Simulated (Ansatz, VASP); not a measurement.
# MoS2: VASP beside Ansatz

```
Mo S
1.0
     3.09849    0.00000    0.00000
    -1.54924    2.68337    0.00000
     0.00000    0.00000   11.44771
Mo S
2 4
Cartesian
  0.0000 1.7889 2.8619
  1.5492 0.8945 8.5858
  0.0000 1.7889 7.0282
  1.5492 0.8945 1.3043
  0.0000 1.7889 10.1434
  1.5492 0.8945 4.4196
```

Alike in both runs: functional r2SCAN; dispersion D3(BJ); k mesh 9 × 9 × 2; occupations gaussian, width 0.1 eV; no spin polarisation.

Ansatz relaxed the structure, and its values are those at the end. VASP's run is a single point on that final structure, the one shown.

|  | VASP | Ansatz |
| --- | --- | --- |
| version | VASP 6.6.1 | Ansatz 0.2.0 |
| potentials or method | VASP PAW PBE potentials, release 64 (Mo_sv, S) | scalar-relativistic, plane waves, PAW |
| plane-wave cutoff (eV) | 520 | 500 |
| valence electrons in the cell | 52 | 52 |

```csv
,VASP,Ansatz,Ansatz less VASP
gap on the k mesh at the Fermi level (eV),0.65,0.63,-0.018
least direct gap on the mesh (eV),1.93,1.92,-0.008
pressure (GPa),9.7,9.6,-0.08
```

Ansatz warned: «dispersion_damping_borrowed».

Caveats: the PAW data sets were made with another functional, which shifts forces and pressure a little (VASP); an odd mesh through Γ misses points on the zone boundary, where band edges often lie. r2SCAN opens gaps a little over a GGA but as a rule still falls short of measured ones.
